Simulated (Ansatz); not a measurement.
The system is FeO.

```xyz
2
Lattice="0.0000 2.1554 2.1554 2.1554 0.0000 2.1554 2.1554 2.1554 0.0000" Properties=species:S:1:pos:R:3 pbc="T T T"
Fe    0.0000    0.0000    0.0000
O     2.1554    2.1554    2.1554
```

```yaml
Program: Ansatz 0.2.0
Task: single point
Functional: PBE
Potentials_or_basis: Ansatz PAW
Cutoff: "420 eV (not typed: the program's choice for these potentials)"
k_mesh: 11 × 11 × 11
Occupations: fermi-dirac, width 0.05 eV
Spin: collinear spin, ferromagnetic start
Starting_moments: "[3.0, 0.0] μB"
```

On this cell: pressure -0.2 GPa; largest force zero by symmetry; net moment 4.00 μB per cell; site moments Fe +3.45; O +0.32 μB; band gap on the k mesh none (metal or under the smearing width).

The same run follows on a disturbed copy (atoms moved at random, drawn with an rms of 0.05 Å):

```
Fe O
1.0
     0.00000    2.15540    2.15540
     2.15540    0.00000    2.15540
     2.15540    2.15540    0.00000
Fe O
1 1
Direct
  0.01050 0.99977 0.02106
  0.51406 0.51299 0.49061
```

Question: What does the disturbed cell give?

Answer: The energy (extrapolated to zero smearing) moves by +4.4 meV/atom; pressure 0.3 GPa; largest force 0.229 eV/Å; net moment 4.00 μB per cell; site moments Fe +3.41; O +0.32 μB; band gap on the k mesh none (metal or under the smearing width).

Forces on the atoms (eV/Å):
```
Fe  -0.108 -0.172  0.105
O    0.108  0.172 -0.105
```

Stress tensor (GPa, compression positive):
```
 0.11 -0.16  0.10
-0.16  0.64  0.15
 0.10  0.15  0.09
```

Caveats: a cell with one magnetic atom can't hold antiferromagnetic order, which such compounds often take; semilocal functionals often make such compounds metallic where correlation or magnetic order opens a gap, which also shifts bond lengths.
